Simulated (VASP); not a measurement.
# CdSe (Fm-3m) in VASP: reference runs

Aim: a first look at CdSe with PBE, on the cell as given and on a disturbed one.

All numbers are computed with VASP 6.6.1; they aren't measurements. Logs are shortened: lines on timing, memory, paths and dates and some standing lists are left out, and cuts for length are marked.

## (1) The structure

It takes space group Fm-3m (No. 225, cubic). Conventional cell: a = 5.748 Å, b = 5.748 Å, c = 5.748 Å, α = 90.00°, β = 90.00°, γ = 90.00°. Around Cd (site symmetry m-3m) lie 6 Se at 2.87 Å. Se (site symmetry m-3m) has 6 Cd at 2.87 Å as nearest neighbours.

Measurements of this composition are mostly on another form, of space group No. 186.

## (2) Single point, PBE

The input, INCAR:

```
PREC = Accurate ; ENCUT = 520
EDIFF = 1E-7 ; ISMEAR = -1
SIGMA = 0.05 ; LREAL = False
LASPH = True ; NELM = 80
ALGO = Normal ; ISIF = 2
LWAVE = False ; LCHARG = False
GGA = PE ; NBANDS = 16
```

The input, KPOINTS:

```
regular mesh
0
Gamma
  8 8 8
```

The input, POSCAR:

```
CdSe
1.0
    0.0000000000      2.8739580000      2.8739580000
    2.8739580000      0.0000000000      2.8739580000
    2.8739580000      2.8739580000      0.0000000000
Cd Se
1 1
Direct
    0.0000000000      0.0000000000      0.0000000000
    0.5000000000      0.5000000000      0.5000000000
```

Potentials or basis: VASP PAW PBE potentials, release 64 (Cd, Se).

Command:

```bash
$ cat potpaw_PBE.64/Cd/POTCAR potpaw_PBE.64/Se/POTCAR > POTCAR
$ mpirun -np 1 vasp_std > vasp.out
```

OUTCAR:

```text
PREC = Accurate
   ENCUT = 520
   EDIFF = 1E-7
   ISMEAR = -1
   LREAL = False
   LASPH = True
   NELM = 80
   ISIF = 2
   GGA = PE

 ion  position               nearest neighbor table
   1  0.000  0.000  0.000-   2 2.87   2 2.87   2 2.87   2 2.87   2 2.87   2 2.87
   2  0.500  0.500  0.500-   1 2.87   1 2.87   1 2.87   1 2.87   1 2.87   1 2.87

  LATTYP: Found a face centered cubic cell.
 ALAT       =     5.7479160000

  Lattice vectors:

 A1 = (   0.0000000000,   2.8739580000,   2.8739580000)
 A2 = (   2.8739580000,   0.0000000000,   2.8739580000)
 A3 = (   2.8739580000,   2.8739580000,   0.0000000000)

Analysis of symmetry for initial positions (statically):
=====================================================================
 Subroutine PRICEL returns:
 Original cell was already a primitive cell.

 Routine SETGRP: Setting up the symmetry group for a
 face centered cubic supercell.

 Subroutine GETGRP returns: Found 48 space group operations
 (whereof 48 operations were pure point group operations)
 out of a pool of 48 trial point group operations.

The static configuration has the point symmetry O_h .

Analysis of symmetry for dynamics (positions and initial velocities):
=====================================================================
 Subroutine PRICEL returns:
 Original cell was already a primitive cell.

 Routine SETGRP: Setting up the symmetry group for a
 face centered cubic supercell.

 Subroutine GETGRP returns: Found 48 space group operations
 (whereof 48 operations were pure point group operations)
 out of a pool of 48 trial point group operations.

The dynamic configuration has the point symmetry O_h .

 Subroutine INISYM returns: Found 48 space group operations
 (whereof 48 operations are pure point group operations),
 and found     1 'primitive' translations

----------------------------------------------------------------------------------------

                                     Primitive cell

  volume of cell :      47.4757

  direct lattice vectors                    reciprocal lattice vectors
     0.000000000  2.873958000  2.873958000    -0.173976098  0.173976098  0.173976098
     2.873958000  0.000000000  2.873958000     0.173976098 -0.173976098  0.173976098
     2.873958000  2.873958000  0.000000000     0.173976098  0.173976098 -0.173976098

  length of vectors
     4.064390381  4.064390381  4.064390381     0.301335442  0.301335442  0.301335442

  position of ions in fractional coordinates (direct lattice)
     0.000000000  0.000000000  0.000000000
     0.500000000  0.500000000  0.500000000

  ion indices of the primitive-cell ions
   primitive index   ion index
                 1           1
                 2           2

----------------------------------------------------------------------------------------

 KPOINTS: regular mesh

Automatic generation of k-mesh.
 Grid dimensions read from file:
 generate k-points for:    8    8    8

 Generating k-lattice:

  Cartesian coordinates                     Fractional coordinates (reciprocal lattice)
    -0.021747012  0.021747012  0.021747012     0.125000000  0.000000000  0.000000000
     0.021747012 -0.021747012  0.021747012     0.000000000  0.125000000  0.000000000
     0.021747012  0.021747012 -0.021747012     0.000000000  0.000000000  0.125000000

  Length of vectors
     0.037666930  0.037666930  0.037666930

  Shift w.r.t. Gamma in fractional coordinates (k-lattice)
     0.000000000  0.000000000  0.000000000

 Subroutine IBZKPT returns following result:
 ===========================================

 Found     29 irreducible k-points:

 Following reciprocal coordinates:
            Coordinates               Weight
  0.000000  0.000000  0.000000      1.000000
  0.125000  0.000000  0.000000      8.000000
  0.250000  0.000000  0.000000      8.000000
  0.375000  0.000000  0.000000      8.000000
  0.500000  0.000000  0.000000      4.000000
  0.125000  0.125000  0.000000      6.000000
[... 21 lines left out ...]
 -0.375000  0.500000  0.125000     12.000000
 -0.250000  0.500000  0.250000      6.000000
   k-points           NKPTS =     29   k-points in BZ     NKDIM =     29   number of bands    NBANDS=     16
   number of dos      NEDOS =    301   number of ions     NIONS =      2
   total plane-waves  NPLWV =  27000
   dimension x,y,z NGX =    30 NGY =   30 NGZ =   30
   dimension x,y,z NGXF=    60 NGYF=   60 NGZF=   60
   ions per type =               1   1
   NGX,Y,Z   is equivalent  to a cutoff of  12.27, 12.27, 12.27 a.u.
   NGXF,Y,Z  is equivalent  to a cutoff of  24.54, 24.54, 24.54 a.u.
 SYSTEM =  unknown system
   PREC   = accura    normal or accurate (medium, high low for compatibility)
   ISTART =      0    job   : 0-new  1-cont  2-samecut
   ICHARG =      2    charge: 1-file 2-atom 10-const
   ISPIN  =      1    spin polarized calculation?
   LNONCOLLINEAR =      F non collinear calculations
   LSORBIT =      F    spin-orbit coupling
   LASPH  =      T    aspherical Exc in radial PAW
   ENCUT  =  520.0 eV  38.22 Ry    6.18 a.u.   7.56  7.56  7.56*2*pi/ulx,y,z
   NELM   =     80;   NELMIN=  2; NELMDL= -5     # of ELM steps
   EDIFF  = 0.1E-06   stopping-criterion for ELM
   LREAL  =      F    real-space projection
   EDIFFG = 0.1E-05   stopping-criterion for IOM
   NSW    =      0    number of steps for IOM
   IBRION =     -1    ionic relax: 0-MD 1-quasi-New 2-CG
   NFREE  =      0    steps in history (QN), initial steepest desc. (CG)
   ISIF   =      2    stress and relaxation
   ISYM   =      2    0-nonsym 1-usesym 2-fastsym
   POTIM  = 0.5000    time-step for ionic-motion
   TEBEG  =    0.0;   TEEND  =   0.0 temperature during run
   PSTRESS=    0.0 pullay stress
   NELECT =      18.0000    total number of electrons
   NUPDOWN=      -1.0000    fix difference up-down
   EMIN   =  10.00;   EMAX   =-10.00  energy-range for DOS
   EFERMI =   0.00;   METHOD = LEGACY
   ISMEAR =    -1;   SIGMA  =   0.05  broadening in eV -4-tet -1-fermi 0-gaus
   EFERMI_NEDOS =   21; number of points for ismear=-14 and -15
   IALGO  =     38    algorithm
   IMIX   =      4    mixing-type and parameters
     AMIX     =   0.40;   BMIX     =  1.00
     AMIX_MAG =   1.60;   BMIX_MAG =  1.00
  volume/ion in A,a.u.               =      23.74       160.19
  Fermi-wavevector in a.u.,A,eV,Ry     =   1.184882  2.239103 19.101849  1.403946
  Thomas-Fermi vector in A             =   2.321088
   LORBIT       =      0    0 simple, 1 ext, 2 COOP (PROOUT), +10 PAW based schemes
   GGA     = PE    functional components
   LHFCALC =     F    Hartree Fock is set to
   AEXX    =    0.0000 exact exchange contribution
   IVDW    =     0    specifies the selected vdW correction
   LEPSILON=     F    determine dielectric tensor
   LRPA    =     F    only Hartree local field effects (RPA)
 non-spin polarized calculation
  energy-cutoff  :      520.00
  volume of cell :       47.48
 maximum number of plane-waves:      1303
   NGX = 15   NGY = 15   NGZ = 15

 number of electron      18.0000008 magnetization

 Free energy of the ion-electron system (eV)
  ---------------------------------------------------
  ext. energy  EPLUGINS =         0.00000000
  ---------------------------------------------------
  free energy    TOTEN  =        -5.20573601 eV

  energy without entropy =       -5.20298600  energy(sigma->0) =       -5.20436100

 E-fermi :   2.3571     XC(G=0):  -9.9997

 val. band max:        2.3436551766   @ k =   0.0000   0.0000   0.0000
 cond. band min:       2.6317812043   @ k =   0.3750   0.3750   0.0000
 fundamental gap:      0.2881260277
 Fermi energy:         2.3570713082

 k-point     1 :       0.0000    0.0000    0.0000
  band No.  band energies     occupation
      1     -10.6178      2.00000
      2      -5.6575      2.00000
      3      -5.6575      2.00000
      4      -5.6416      2.00000
      5      -5.6416      2.00000
      6      -5.6416      2.00000
[... 8 lines left out ...]
     15      12.0246      0.00000
     16      12.0246      0.00000

 k-point     2 :       0.1250    0.0000    0.0000
  band No.  band energies     occupation
      1     -10.5072      2.00000
      2      -5.6889      2.00000
      3      -5.6889      2.00000
      4      -5.6504      2.00000
      5      -5.6234      2.00000
      6      -5.6234      2.00000
[... 8 lines left out ...]
     15      11.6493      0.00000
     16      11.8523      0.00000

 k-point     3 :       0.2500    0.0000    0.0000
  band No.  band energies     occupation
      1     -10.2147      2.00000
      2      -5.7666      2.00000
      3      -5.7666      2.00000
      4      -5.6829      2.00000
      5      -5.5753      2.00000
      6      -5.5752      2.00000
[... 8 lines left out ...]
     15      12.4692      0.00000
     16      12.4692      0.00000

 k-point     4 :       0.3750    0.0000    0.0000
  band No.  band energies     occupation
      1      -9.8735      2.00000
      2      -5.8423      2.00000
      3      -5.8423      2.00000
      4      -5.7438      2.00000
      5      -5.5261      2.00000
      6      -5.5261      2.00000
[... 8 lines left out ...]
     15      13.8956      0.00000
     16      13.8956      0.00000
[... 419 lines left out ...]
 k-point    27 :      -0.2500    0.3750    0.1250
  band No.  band energies     occupation
      1      -9.7394      2.00000
      2      -5.7858      2.00000
      3      -5.6637      2.00000
      4      -5.6335      2.00000
      5      -5.4893      2.00000
      6      -5.3088      2.00000
[... 8 lines left out ...]
     15      13.4593      0.00000
     16      16.5884      0.00000

 k-point    28 :      -0.3750    0.5000    0.1250
  band No.  band energies     occupation
      1      -9.7922      2.00000
      2      -5.7169      2.00000
      3      -5.6579      2.00000
      4      -5.5159      2.00000
      5      -5.4557      2.00000
      6      -5.0557      2.00000
[... 8 lines left out ...]
     15      15.7857      0.00000
     16      17.1370      0.00000

 k-point    29 :      -0.2500    0.5000    0.2500
  band No.  band energies     occupation
      1      -9.7351      2.00000
      2      -5.7546      2.00000
      3      -5.6316      2.00000
      4      -5.6316      2.00000
      5      -5.4557      2.00000
      6      -5.1153      2.00000
[... 8 lines left out ...]
     15      14.2057      0.00000
     16      17.1412      0.00000

------------------------ aborting loop because EDIFF is reached ----------------------------------------

  FORCE on cell =-STRESS in cart. coord.  units (eV):
  Direction    XX          YY          ZZ          XY          YZ          ZX
  --------------------------------------------------------------------------------------
  -------------------------------------------------------------------------------------
  Total        0.0042793      0.0042793      0.0042793     -0.0000000     -0.0000000      0.0000000
  in kB        0.1444146      0.1444146      0.1444146     -0.0000000     -0.0000000      0.0000000
  external PRESSURE =       0.1444146 kB  Pullay stress =       0.0000000 kB

 VOLUME and BASIS-vectors are now :
 -----------------------------------------------------------------------------
  energy-cutoff  :      520.00
  volume of cell :       47.48
      direct lattice vectors                 reciprocal lattice vectors
     0.000000000  2.873958000  2.873958000    -0.173976098  0.173976098  0.173976098
     2.873958000  0.000000000  2.873958000     0.173976098 -0.173976098  0.173976098
     2.873958000  2.873958000  0.000000000     0.173976098  0.173976098 -0.173976098

 POSITION                                       TOTAL-FORCE (eV/Angst)
 -----------------------------------------------------------------------------------
      0.00000      0.00000      0.00000        -0.000000      0.000000     -0.000000
      2.87396      2.87396      2.87396         0.000000     -0.000000      0.000000
 -----------------------------------------------------------------------------------
    total drift:                               -0.000000      0.000000      0.000000

  FREE ENERGIE OF THE ION-ELECTRON SYSTEM (eV)
  ---------------------------------------------------
  free  energy   TOTEN  =        -5.2057360054 eV

  energy  without entropy=       -5.2029860032  energy(sigma->0) =       -5.20436100
```

Run time: 14 s. Hardware: 1 thread of Intel Xeon Platinum 8559C (Emerald Rapids), shared host; peak memory 0.17 GiB.

What came out:

| Item | Value |
| --- | --- |
| Free energy | -5.2057 eV |
| Pressure | 0.0 GPa |
| Band gap on the k mesh | none (metal or under the smearing width) |

## (3) Single point, PBE (atoms moved at random, drawn with an rms of 0.05 Å)

The input, INCAR:

```
PREC = Accurate
ENCUT = 520
EDIFF = 1E-7
ISMEAR = -1
SIGMA = 0.05
LREAL = False
LASPH = True
NELM = 60
ALGO = Normal
ISIF = 2
LWAVE = False
LCHARG = False
GGA = PE
NBANDS = 16
```

The input, KPOINTS:

```
Automatic mesh
0
Gamma
  8 8 8
```

The input, POSCAR:

```
CdSe
1.0
    0.0000000000      2.8739580000      2.8739580000
    2.8739580000      0.0000000000      2.8739580000
    2.8739580000      2.8739580000      0.0000000000
Cd Se
1 1
Direct
   -0.0135430000      0.0021770000      0.0121660000
    0.4927270000      0.5082720000      0.4844830000
```

Potentials or basis: VASP PAW PBE potentials, release 64 (Cd, Se).

Command:

```bash
$ cat potpaw_PBE.64/Cd/POTCAR potpaw_PBE.64/Se/POTCAR > POTCAR
$ mpirun -np 1 vasp_std > vasp.out
```

Run time: 99 s. Hardware: 1 thread of Intel Xeon Platinum 8559C (Emerald Rapids), shared host; peak memory 0.32 GiB.

The run converged. Its results:

```
Free energy            : -5.2009 eV
Pressure               : 0.2 GPa
Largest force          : 0.103 eV/Å
Band gap on the k mesh : none (metal or under the smearing width)
```

Forces on the atoms (eV/Å):
```
Cd  -0.068 -0.068  0.037
Se   0.068  0.068 -0.037
```

Stress tensor (GPa, compression positive):
```
 0.27 -0.03  0.02
-0.03  0.26  0.02
 0.02  0.02  0.07
```

Levels at points of the mesh, in eV from the Fermi level:
```tsv
k point	band 6	band 7	band 8	band 9	band 10	band 11	band 12	band 13
(0.00, 0.00, 0.00)	-7.99	-0.69	-0.68	-0.68	0.00	8.46	8.52	8.55
(0.50, 0.00, 0.00)	-7.86	-5.02	-0.15	-0.15	2.95	5.20	5.20	5.83
(0.00, 0.50, 0.00)	-7.86	-5.02	-0.15	-0.15	2.95	5.20	5.20	5.83
(0.00, 0.00, 0.50)	-7.86	-5.00	-0.14	-0.13	2.94	5.18	5.19	5.83
(0.50, 0.50, 0.50)	-7.86	-5.01	-0.15	-0.14	2.95	5.19	5.20	5.83
(0.50, 0.50, 0.00)	-7.33	-4.16	-2.13	-2.12	-0.52	5.36	9.63	10.22
(0.00, 0.50, 0.50)	-7.33	-4.16	-2.13	-2.12	-0.52	5.37	9.63	10.22
(0.50, 0.00, 0.50)	-7.33	-4.16	-2.13	-2.12	-0.52	5.37	9.63	10.22
```
